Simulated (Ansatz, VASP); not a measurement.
# Two plane-wave programs on Sb

The input INCAR:

```
PREC = Accurate
ENCUT = 520
EDIFF = 1E-6
ISMEAR = -1
SIGMA = 0.05
LREAL = F
LASPH = T
NELM = 60
ALGO = Normal
ISIF = 2
LWAVE = F
LCHARG = T
GGA = PS
LELF = T
LVHAR = T
NBANDS = 12
```

Contents of KPOINTS:

```
regular mesh
0
Gamma
  9 9 5
```

File POSCAR:

```
Sb
1.0
    3.3545324186      0.0000000000      0.0000000000
   -1.6772662093      2.9051102923      0.0000000000
    0.0000000000      0.0000000000      5.4701606500
Sb
2
Direct
    0.6666666667      0.3333333333      0.7500000000
    0.3333333333      0.6666666667      0.2500000000
```

File input.yaml:

```yaml
crystal:
  lattice:
    - [3.3545324186, 0.0, 0.0]
    - [-1.6772662093, 2.9051102923, 0.0]
    - [0.0, 0.0, 5.47016065]
  atoms:
    - { symbol: Sb, position: [0.6666666667, 0.3333333333, 0.75] }
    - { symbol: Sb, position: [0.3333333333, 0.6666666667, 0.25] }
hamiltonian:
  xc: pbesol
  pseudopotentials: { kind: paw }
kpoints:
  mp_grid: { grid: [9, 9, 5] }
scf:
  occupations: { method: fermi_dirac, width: 0.05 }
output:
  forces: true
  stress: true
  eigenvalues: true
```

This isn't the form of Sb at room conditions, which is rhombohedral.

Alike in both runs: task single point; functional PBEsol; k mesh 9 × 9 × 5; occupations fermi-dirac, width 0.05 eV; no spin polarisation.

|  | VASP | Ansatz |
| --- | --- | --- |
| version | VASP 6.6.1 | Ansatz 0.2.0 |
| potentials or method | VASP PAW PBE potentials, release 64 (Sb) | Ansatz PAW |
| plane-wave cutoff (eV) | 520 | 420 |
| valence electrons in the cell | 10 | 30 |

```csv
,VASP,Ansatz,Ansatz less VASP
gap on the k mesh at the Fermi level (eV),none,none,-
pressure (GPa),-1.6,-1.6,+0.04
largest component of the traceless stress (GPa),0.20,0.22,+0.013
```

A gap of «none» marks a metal or a gap that the smearing closes. The functional is the same, so the differences come from potentials, cutoffs and numerics. The two sets of potentials don't hold the same shells in valence.

Caveats: the PAW data sets were made with another functional, which shifts forces and pressure a little (VASP); the PAW data sets come from PBE, with cores solved anew for the run's functional, which leaves a small shift of forces and pressure (Ansatz). The runs have no spin-orbit coupling, so splittings on Sb are missing.
